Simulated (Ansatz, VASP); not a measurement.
Two plane-wave programs on PbSe

The input POSCAR:

```
PbSe
1.0
    0.0000000000      3.0887022180      3.0887022180
    2.9651541293      0.0000000000      3.0887022180
    2.9651541293      3.0887022180      0.0000000000
Pb Se
1 1
Direct
    0.0000000000      0.0000000000      0.0000000000
    0.5000000000      0.5000000000      0.5000000000
```

INCAR.step1

```
PREC = Accurate
ENCUT = 520
ISMEAR = 0
SIGMA = 0.01
LREAL = False
LASPH = True
NELM = 60
NBANDS = 17
GGA = PE
ALGO = Normal
EDIFF = 1E-4
LWAVE = True
LCHARG = False
```

Contents of INCAR.step2:

```
PREC = Accurate
ENCUT = 520
EDIFF = 1E-6
ISMEAR = 0
SIGMA = 0.01
LREAL = False
LASPH = True
NELM = 60
ALGO = Normal
ISIF = 2
LWAVE = False
LCHARG = True
METAGGA = R2SCAN
LMIXTAU = True
LELF = True
LVHAR = True
NBANDS = 17
ISTART = 1
```

Contents of KPOINTS:

```
Automatic mesh
0
Gamma
  8 8 8
```

Input for Ansatz:

```yaml
crystal:
  lattice:
    - [0.0, 3.088702218, 3.088702218]
    - [2.9651541293, 0.0, 3.088702218]
    - [2.9651541293, 3.088702218, 0.0]
  atoms:
    - { symbol: Pb, position: [0.0, 0.0, 0.0] }
    - { symbol: Se, position: [0.5, 0.5, 0.5] }
kpoints:
  mp_grid: { grid: [8, 8, 8] }
  band_path:
    path:
      - [0.0, 0.0, 0.0]
      - [0.5, 0.0, 0.5]
      - [0.625, 0.25, 0.625]
      - [0.375, 0.375, 0.75]
      - [0.5, 0.5, 0.5]
      - [0.5, 0.25, 0.75]
      - [0.0, 0.0, 0.5]
    npoints: 1
hamiltonian:
  xc: r2scan
scf:
  occupations: { method: fixed }
  n_extra_bands: 4
output:
  forces: true
  stress: true
  eigenvalues: true
  write_density: true
  write_potential: true
  elf: true
  volumetric_format: npy
```

Change from the starting cell: uniaxial_x strain -4.0%.

Alike in both runs: task single point; functional r2SCAN; k mesh 8 × 8 × 8; no spin polarisation.

|  | VASP | Ansatz |
| --- | --- | --- |
| version | VASP 6.6.1 | Ansatz 0.2.0 |
| potentials or method | VASP PAW PBE potentials, release 64 (Pb_d, Se) | plane waves, PAW |
| plane-wave cutoff (eV) | 520 | 500 |
| occupations | gaussian, width 0.01 eV | fixed |
| valence electrons in the cell | 20 | 30 |

Ansatz gave:

```
gap on the k mesh at the Fermi level (eV)       : 0.47
pressure (GPa)                                  : 2.6
largest component of the traceless stress (GPa) : 4.07
```

**Question.** What did VASP give for the same quantities?

**Answer.** gap on the k mesh at the Fermi level (eV): 0.47; pressure (GPa): 2.6; largest component of the traceless stress (GPa): 4.08.

The two sets of potentials don't hold the same shells in valence.

Caveats: the PAW data sets were made with another functional, which shifts forces and pressure a little (VASP); spin-orbit coupling is left out, which as a rule narrows the gap of such compounds by several tenths of an eV.
